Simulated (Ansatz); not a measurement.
Runs of Ansatz 0.2.0 on Be. It takes space group P4/mmm (No. 123, tetragonal). The conventional cell has a = 2.233 Å, b = 2.233 Å, c = 2.066 Å, α = 90.00°, β = 90.00°, γ = 90.00°. Be (site symmetry 4/mmm) is surrounded by 6 Be at 2.07 to 2.23 Å. The cell was built by a generator and needn't be a form met in nature.

```csv
task,level,cell,cutoff (eV),points for each segment of the path,target pressure (GPa),gap on the mesh (eV),pressure (GPa)
band structure,r2SCAN,as given,500,14,-,none,0.0
band structure,revPBE,as given,420,14,-,none,1.8
band structure,PBEsol,as given,420,14,-,none,(a)
band structure,RPBE,as given,420,14,-,none,2.1
single point,PBE,as given,420,-,-,none,(b)
relaxation of cell and atoms,PBE,relaxed to 20 GPa,420,-,20,none,20.0
relaxation of cell and atoms,PBE,relaxed to 10 GPa,420,-,10,none,10.0
band structure,BLYP,as given,420,14,-,none,1.9
```

Alike in all rows: potentials or basis Ansatz PAW; no spin polarisation; k mesh 12 × 12 × 13; smearing fermi-dirac 0.05 eV.

**Question.** Estimate the missing entries.

**Answer.** (a) -0.6; (b) 0.1.

Caveats: the PAW data sets come from PBE, with cores solved anew for the run's functional, which leaves a small shift of forces and pressure (some runs); the plane-wave basis is chosen anew once the cell has moved, so the energies of steps on either side of that aren't comparable (some runs).

A gap of «none» marks a metal or a gap under the smearing width.
